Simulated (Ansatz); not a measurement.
Input and command of a calculation in Ansatz (plane waves; scalar-relativistic PAW potentials unless the input names others):

```yaml
crystal:
  lattice:
    - [3.5623299261, 0.0, 0.0]
    - [-1.781164963, 3.0850682127, 0.0]
    - [0.0, 0.0, 5.4988388311]
  atoms:
    - { symbol: Zr, position: [0.0, 0.0, 0.0] }
    - { symbol: S, position: [0.3333333333, 0.6666666667, 0.2656124024] }
    - { symbol: S, position: [0.6666666667, 0.3333333333, 0.7343875976] }
basis:
  ecutwfc: "30 meV"
kpoints:
  mp_grid: { grid: [12, 12, 8] }
hamiltonian:
  xc: lda
scf:
  occupations: { method: gaussian, width: 0.01 }
  max_iter: 100
output:
  forces: true
  eigenvalues: true
  stress: true
relax:
  adjacent_minimum: "off"
  f_tol: 0.001
  max_steps: 60
  cell: { stress_tol: 0.02, p_target: 2.0 }
```

```bash
ansatz run input.yaml --threads 1 --pin off --max-ram 3072MiB --backend cpu --events-out ev --progress --plain --runs-dir out
```

Question: What will the program do with this input?

Answer: The program refuses it, because of a cutoff in the wrong unit (basis.ecutwfc: 420 → "30 meV"). With the sound run's settings it is accepted.

Abridged log:
```
Error: inconsistent input (basis.ecutwfc, kpoints): the smallest per-k basis holds n_pw = 0 plane waves (k-point 1, counted from 0 among those solved) but the deck needs at least 13 band(s) per channel, and no run solves more bands than the smallest per-k basis has plane waves; raise basis.ecutwfc until the smallest per-k basis, which caps the automatic band count, holds at least 13 plane waves
```